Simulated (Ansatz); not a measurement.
Phonon dispersion of PbSe

Method: DFT PBE, scalar-relativistic, plane waves, PAW in Ansatz 0.2.0. Plane waves to 420 eV; Γ-centred k mesh 12×12×6; Gaussian smearing of 0.01 eV. No spin polarisation. Phonons by linear response, acoustic sum rule imposed.

The cell, relaxed at this level:
```
Pb Se
1.0
     4.27071    0.00000    0.00000
    -2.13535    3.69854    0.00000
     0.00000    0.00000    7.64614
Pb Se
2 2
Direct
  0.66667 0.33333 0.75000
  0.33333 0.66667 0.25000
  0.00000 0.00000 0.00000
  0.00000 0.00000 0.50000
```

The cell was found from a structure generator's guess, not taken from experiment. Spin–orbit coupling is left out, which matters for heavy elements. The q mesh is coarse, so values between its points are rough.

Force constants from linear response on a 2×2×1 q mesh.

**Question.** Is the structure dynamically stable on the q mesh?

**Answer.** No: at q = (0.000, 0.000, 0.000) a mode is imaginary, 53i cm⁻¹.

**Question.** Give the frequencies (cm⁻¹) at the zone-boundary points of high symmetry (interpolated where a point lies off the q mesh).

**Answer.**
```csv
point,q,frequencies
M,0.500 0.000 0.000,≈0 33 52 53 54 56 62 89 92 102 106 136
K,0.333 0.333 0.000,32 32 49 66 66 76 93 93 96 98 98 102
A,0.000 0.000 0.500,37 37 37 37 66 66 77 77 77 77 98 98
L,0.500 0.000 0.500,38 38 50 50 71 71 83 83 99 99 105 105
H,0.333 0.333 0.500,32 32 63 63 66 66 96 96 96 96 99 99
```
